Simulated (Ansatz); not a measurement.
Method: DFT PBE, scalar-relativistic, plane waves, PAW (Ansatz 0.2.0). Settings: cutoff 420 eV, Γ-centred meshes spaced at most about 0.3 Å⁻¹ (2π included), Gaussian smearing. No spin polarisation.

Each guess is relaxed in cell and atoms at zero pressure, on a coarse mesh first where it starts far from rest and then on a converged one. The steps can't lower the symmetry of the start, but it can rise. Energies are static (0 K, no zero-point motion).

Two unrelaxed guesses for AgCl:

A.

```yaml
crystal:
  lattice:
    - [2.43610, -2.43766, 0.00000]
    - [2.43610, 2.43766, 0.00000]
    - [0.00000, 0.00000, 5.38008]
  atoms:
    - { symbol: Ag, position: [0.75000, 0.75000, 0.41240] }
    - { symbol: Ag, position: [0.50000, 0.50000, 0.00000] }
    - { symbol: Cl, position: [0.25000, 0.25000, 0.58760] }
    - { symbol: Cl, position: [0.00000, 0.00000, 0.00000] }
```

B.

```yaml
crystal:
  lattice:
    - [2.09350, 1.20868, 3.44446]
    - [-2.09350, 1.20868, 3.44446]
    - [0.00000, -2.41737, 3.44446]
  atoms:
    - { symbol: Ag, position: [0.24876, 0.24876, 0.24876] }
    - { symbol: Cl, position: [0.00000, 0.00000, 0.00000] }
```

Question: Which guess leads to the lower structure, and by how much?

Answer: B ends lower, by 25 meV/atom. A: Cm at 16.0 Å³/atom → Fm-3m (rock salt type) at 22.1 Å³/atom; B: R3m at 26.1 Å³/atom → F-43m (zinc blende type) at 27.8 Å³/atom. Counting Cl atoms around Ag (those within 1.25 times the shortest such distance or 1.15 times the sum of covalent radii), the end of A has Ag 6 and the end of B has Ag 4. End of A. Conventional cell: a = 5.612 Å. Ag is surrounded by 6 Cl at 2.81 Å; around Cl lie 6 Ag at 2.81 Å. End of B. Conventional cell: a = 6.059 Å. Around Ag lie 4 Cl at 2.62 Å; Cl has 4 Ag at 2.62 Å.

Cells without such a test can be saddle points. Shaken at random and relaxed again, the end of B came back.
